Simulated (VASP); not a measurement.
Set up this calculation in VASP 6.6.1, as the native input.

```
Task                   : chemical shielding
Functional             : PBE
Potentials or basis    : VASP PAW PBE potentials, release 64 (Al, O)
Cutoff                 : 520 eV
k mesh                 : 8 × 8 × 3
Occupations            : gaussian, width 0.02 eV
Spin                   : no spin polarisation
Further INCAR settings : ALGO = Normal; EDIFF = 1e-08
```

The structure of Al2O3 lies in POSCAR:

```
Al2O3
1.0
    2.8843249483      0.0000000000      0.0000000000
   -1.4421624742      2.4978986780      0.0000000000
    0.0000000000      0.0000000000      9.3367544600
Al O
2 3
Direct
    0.0000000000      0.0000000000      0.8500076700
    0.0000000000      0.0000000000      0.1499923300
    0.3333333333      0.6666666667      0.7776830800
    0.6666666667      0.3333333333      0.0000000000
    0.3333333333      0.6666666667      0.2223169200
```

Measurements of this composition are mostly on another form, of space group No. 167.

These files were run (other wordings do the same):

INCAR

```
PREC     = Accurate       # precision mode
ENCUT    = 520            # plane-wave cutoff, eV
EDIFF    = 1E-8           # SCF threshold, eV
ISMEAR   = 0              # smearing method
SIGMA    = 0.02           # smearing width, eV
LREAL    = F              # projectors in reciprocal space
LASPH    = T              # aspherical terms in the spheres
NELM     = 100            # most SCF steps
ALGO     = Normal         # electronic algorithm
ISIF     = 2              # what is computed and relaxed
LWAVE    = F              # write WAVECAR
LCHARG   = F              # write CHGCAR
GGA      = PE             # functional
LCHIMAG  = T            
DQ       = 0.001        
ICHIBARE = 1            
LNMR_SYM_RED= T
```

KPOINTS

```
regular mesh
0
Gamma
  8 8 3
```

Potentials or basis: VASP PAW PBE potentials, release 64 (Al, O).

Command:

```bash
$ cat potpaw_PBE.64/Al/POTCAR potpaw_PBE.64/O/POTCAR > POTCAR
$ mpirun -np 1 vasp_std > vasp.out
```

It took 13 min on 1 thread of AMD EPYC 9R45 (Zen 5), on a shared host, peak memory 0.32 GiB.
